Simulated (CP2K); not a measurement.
Runs of CP2K 2026.2 on Bi. Symmetry: Im-3m, No. 229, cubic system. Conventional cell: a = 3.963 Å, b = 3.963 Å, c = 3.963 Å, α = 90.00°, β = 90.00°, γ = 90.00°. Bi (site symmetry m-3m) is surrounded by 8 Bi at 3.43 Å. This isn't the form of Bi at room conditions, which is rhombohedral.

```csv
level,cutoff of the non-local correlation (Ry),gap on the mesh (eV),pressure (GPa)
BEEF-vdW,300,none,2.0
LDA,-,none,0.7
optB88-vdW,300,none,3.8
PBEsol,-,none,(b)
TASK,-,none,(a)
```

Alike in all rows: task single point; potentials or basis POTENTIAL_UZH Bi GTH-PBE-q5; TZVP-MOLOPT-PBE-GTH basis; no spin polarisation; cell as given; k mesh 9 × 9 × 9; smearing fermi-dirac 0.05 eV.

Problem. Estimate the missing entries.

Solution. (a) 3.7; (b) 0.4.

Caveats: the potentials were made for another functional, which shifts forces and pressure; spin-orbit coupling is left out, which moves the levels of the heavy elements; the basis of atomic orbitals isn't converged, which shifts pressures, moduli and gaps.

A k mesh can miss the band edges, and the runs leave out spin-orbit coupling on Bi.

A gap of «none» marks a metal or a gap under the smearing width.

Runs at the PBE level aren't shown here.
